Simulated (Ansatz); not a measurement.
# SnO2: properties at the relaxed cell

The task here is to estimate one member of a computed series from the others.

Computed with Ansatz 0.2.0 (DFT r2SCAN, scalar-relativistic, plane waves, PAW, unless a step's input says otherwise).

2 further runs of the same task are left out: 2 set aside as unsound or not needed. Runs told in other sessions of the task aren't counted.

### The structure to begin with

It takes space group P4_2/mnm (No. 136, tetragonal). The conventional cell has a = 4.760 Å, b = 4.760 Å, c = 3.201 Å, α = 90.00°, β = 90.00°, γ = 90.00°. Around Sn (site symmetry mmm) lie 6 O at 2.06 to 2.07 Å. O (site symmetry m2m) has 3 Sn at 2.06 to 2.07 Å in its first shell of neighbours.

As a file:

```cif
data_structure
_symmetry_space_group_name_H-M 'P4_2/mnm'
_symmetry_Int_Tables_number 136
_cell_length_a 4.7596
_cell_length_b 4.7596
_cell_length_c 3.2006
_cell_angle_alpha 90.000
_cell_angle_beta 90.000
_cell_angle_gamma 90.000
_cell_volume 72.50
loop_
_atom_site_label
_atom_site_type_symbol
_atom_site_symmetry_multiplicity
_atom_site_Wyckoff_symbol
_atom_site_fract_x
_atom_site_fract_y
_atom_site_fract_z
_atom_site_occupancy
Sn1 Sn 2 a 0.00000 0.00000 0.00000 1
O1 O 4 g 0.80590 0.80590 0.50000 1
```

It goes back to an entry of the Materials Project, which need not be the stable form.

It is the result of an earlier relaxation at this level (volume 12.08 Å³/atom; gap on the mesh: 1.77 eV).

Set-up of the first run:

input.yaml reads:

```yaml
crystal:
  lattice:
    - [-3.1682334082, 3.3315230893, 3.3315297032]
    - [3.1682334082, -3.3315230893, 3.3315297032]
    - [3.1682334082, 3.3315230893, -3.3315297032]
  atoms:
    - { symbol: Sn, position: [0.9999687264, 0.2499687264, 0.75] }
    - { symbol: Sn, position: [3.12736e-05, 0.7500312736, 0.25] }
    - { symbol: Sn, position: [0.5, 0.5, 0.5] }
    - { symbol: Sn, position: [0.5, 0.0, 0.0] }
    - { symbol: O, position: [0.1941001921, 0.1941267559, 0.5000265639] }
    - { symbol: O, position: [0.6941449339, 0.750044538, 0.9441003959] }
    - { symbol: O, position: [0.1941001921, 0.6940736282, 0.9999734361] }
    - { symbol: O, position: [0.3059441422, 0.750044538, 0.5558996041] }
    - { symbol: O, position: [0.6940558578, 0.249955462, 0.4441003959] }
    - { symbol: O, position: [0.3058550661, 0.249955462, 0.0558996041] }
    - { symbol: O, position: [0.8058998079, 0.3059263718, 2.65639e-05] }
    - { symbol: O, position: [0.8058998079, 0.8058732441, 0.4999734361] }
basis:
  ecutwfc: 500
kpoints:
  mp_grid: { grid: [6, 6, 6] }
hamiltonian:
  xc: r2scan
scf:
  occupations: { method: gaussian, width: 0.02 }
output:
  forces: true
  stress: true
  eigenvalues: true
relax:
  adjacent_minimum: "off"
  f_tol: 0.01
  max_steps: 30
  cell: { stress_tol: 0.1, fix: [volume] }
```

On the command line:

```
> ansatz run input.yaml --threads 2 --pin off --max-ram 5120MiB --backend cpu --events-out ev --progress --plain --runs-dir out
```

Steps of the session up to this table: Point at V/V0 = 0.97; The cell scaled to 1.03 of its volume; The cell scaled to 0.94 of its volume; Point at V/V0 = 1.06; Point at V/V0 = 0.91; Volume × 1.10; The cell scaled to 0.88 of its volume.

One table of the session follows, with a row left open; its other results are not shown here.

It belongs to the step «Fit of the equation of state». 

```
volume (Å³/atom)  energy above the lowest point (meV/atom)  pressure (GPa)  gap on the mesh (eV)
          10.634                                     142.9           35.68                  3.33
          10.996                                         ?               ?                     ?
          11.359                                      31.5           14.77                  2.49
          11.721                                       7.5            6.75                  2.11
          12.084                                       0.0            0.05                  1.77
          12.447                                       6.4           -5.51                  1.46
          12.809                                      24.2          -10.06                  1.19
          13.292                                      61.9          -14.72                  0.89
```

Estimate the missing values for volume (Å³/atom) = 10.996.

Worked estimate for «energy above the lowest point (meV/atom)». A straight line through the neighbours (10.634, 142.9) and (11.359, 31.5) gives 142.9 + (31.5 − 142.9) × (10.996 − 10.634) / (11.359 − 10.634) = 87.3; a parabola fitted to 3 rows on both sides gives 76.7.

As computed: energy above the lowest point (meV/atom): 75.4; pressure (GPa): 24.32; gap on the mesh (eV): 2.89. In «energy above the lowest point (meV/atom)» the line misses by +11.9 and the parabola by +1.3.

Limits of these values: Warnings in the runs' records: structure snapped to symmetry.
